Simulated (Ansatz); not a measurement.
Geometry optimisation, DFT PBE, scalar-relativistic, plane waves, PAW (Ansatz 0.2.0).

input.yaml

```yaml
accuracy: low
crystal:
  lattice:
    - [5.87733, 0.0, 0.0]
    - [2.938665, 5.089917, 0.0]
    - [0.0, 0.0, 18.998525]
  atoms:
    - { symbol: Mg, position: [0.0, 0.0, 0.0526357] }
    - { symbol: O, position: [0.3333333, 0.8333333, 0.1157829] }
    - { symbol: Mg, position: [0.0, 0.5, 0.0526357] }
    - { symbol: O, position: [0.3333333, 0.3333333, 0.1157829] }
    - { symbol: Mg, position: [0.5, 1.0, 0.0526357] }
    - { symbol: O, position: [0.8333333, 0.8333333, 0.1157829] }
    - { symbol: Mg, position: [0.5, 0.5, 0.0526357] }
    - { symbol: O, position: [0.8333333, 0.3333333, 0.1157829] }
    - { symbol: Mg, position: [0.6666667, 0.6666667, 0.1789302] }
    - { symbol: O, position: [1.0, 0.5, 0.2420775] }
    - { symbol: Mg, position: [0.6666667, 0.1666667, 0.1789302] }
    - { symbol: O, position: [1.0, 1.0, 0.2420775] }
    - { symbol: Mg, position: [0.1666667, 0.6666667, 0.1789302] }
    - { symbol: O, position: [0.5, 0.5, 0.2420775] }
    - { symbol: Mg, position: [0.1666667, 0.1666667, 0.1789302] }
    - { symbol: O, position: [0.5, 1.0, 0.2420775] }
    - { symbol: Mg, position: [0.3333333, 0.3333333, 0.3052247] }
    - { symbol: O, position: [0.6666667, 0.1666667, 0.368372] }
    - { symbol: Mg, position: [0.3333333, 0.8333333, 0.3052247] }
    - { symbol: O, position: [0.6666667, 0.6666667, 0.368372] }
    - { symbol: Mg, position: [0.8333333, 0.3333333, 0.3052247] }
    - { symbol: O, position: [0.1666667, 0.1666667, 0.368372] }
    - { symbol: Mg, position: [0.8333333, 0.8333333, 0.3052247] }
    - { symbol: O, position: [0.1666667, 0.6666667, 0.368372] }
basis:
  ecutwfc: 420.0
kpoints:
  mp_grid: { grid: [2, 2, 1] }
hamiltonian:
  xc: pbe
  pseudopotentials: { kind: paw, azcp: { folder: soft_1 } }
scf:
  occupations: { method: fermi_dirac, width: 0.05 }
  lower_state_search: "off"
relax:
  f_tol: 0.08
  max_steps: 25
  adjacent_minimum: "off"
  constraints: [{ sites: [0, 1, 2, 3, 4, 5, 6, 7] }]
```

Command:

```bash
$ ansatz run input.yaml --threads 2 --pin off --max-ram 5120MiB --backend cpu --events-out ev --progress --plain --runs-dir out
```

**Question.** Where does it end, and by what steps?

**Answer.** The run converged. The force dipped under the threshold on the way, but the program's further checks kept it going. Limits of this set-up: coarse k mesh, thin slab, slab without dipole correction, low accuracy level. After 4 steps the energy has fallen by 1.236 eV; Mg17 moved furthest, 0.30 Å.

```csv
step,energy less start (eV),largest force component (eV/Å),accepted
0,0.0000,1.952,yes
1,-0.6244,1.194,yes
2,-1.1370,0.493,yes
3,-1.2364,0.051,yes
4,-1.2364,0.053,yes
```

```xyz
24
Lattice="5.8773 0.0000 0.0000 2.9387 5.0899 0.0000 0.0000 0.0000 18.9985" Properties=species:S:1:pos:R:3
Mg 0.000 0.000 1.000
O 4.408 4.242 2.200
Mg 1.469 2.545 1.000
O 2.939 1.697 2.200
Mg 5.877 5.090 1.000
O 7.347 4.242 2.200
Mg 4.408 2.545 1.000
O 5.877 1.697 2.200
Mg 5.877 3.393 3.589
O 7.347 2.545 4.661
Mg 4.408 0.848 3.589
O 8.816 5.090 4.661
Mg 2.939 3.393 3.589
O 4.408 2.545 4.661
Mg 1.469 0.848 3.589
O 5.877 5.090 4.661
Mg 2.939 1.697 6.100
O 4.408 0.848 7.122
Mg 4.408 4.242 6.100
O 5.877 3.393 7.122
Mg 5.877 1.697 6.100
O 1.469 0.848 7.122
Mg 7.347 4.242 6.100
O 2.939 3.393 7.122
```

Whether the end is a true minimum wasn't checked by a vibrational analysis.

The run took 21 s on 2 threads of Arm Neoverse V1 (shared host), peak memory 0.85 GiB.
